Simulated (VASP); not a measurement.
Runs of VASP 6.6.1 on KBr. Symmetry: Fm-3m, No. 225, cubic system. The conventional cell has a = 6.600 Å, b = 6.600 Å, c = 6.600 Å, α = 90.00°, β = 90.00°, γ = 90.00°. Around K (site symmetry m-3m) lie 6 Br at 3.30 Å. Around Br (site symmetry m-3m) lie 6 K at 3.30 Å. 

```csv
task,cell,gap on the mesh (eV),pressure (GPa)
relaxation of the atoms,atoms relaxed from: a relaxed cell with its volume scaled by 1.06,4.19,-0.8
relaxation of the atoms,atoms relaxed from: a relaxed cell with its volume scaled by 0.94,(a),1.1
relaxation of the atoms,atoms relaxed from: a relaxed cell with its volume scaled by 1.04,4.23,-0.6
relaxation of cell and atoms,relaxed,4.32,0.0
relaxation of the atoms,atoms relaxed from: a relaxed cell with its volume scaled by 0.98,(b),0.3
relaxation of the atoms,atoms relaxed from: a relaxed cell with its volume scaled by 0.96,4.43,0.7
relaxation of the atoms,atoms relaxed,4.32,0.0
relaxation of the atoms,atoms relaxed from: a relaxed cell with its volume scaled by 1.02,4.28,-0.3
```

Alike in all rows: level PBEsol; potentials or basis VASP PAW PBE potentials, release 64 (K_sv, Br); no spin polarisation; k mesh 8 × 8 × 8; cutoff (eV) 600; smearing gaussian 0.03 eV.

**Question.** Fill in the values left out.

**Answer.** (a) 4.48; (b) 4.37.

Caveats: the PAW data sets were made with another functional, which shifts forces and pressure a little; the relaxation stopped at its first step, so nothing moved (some runs).

A k mesh can miss the band edges, and the runs leave out spin-orbit coupling on Br.
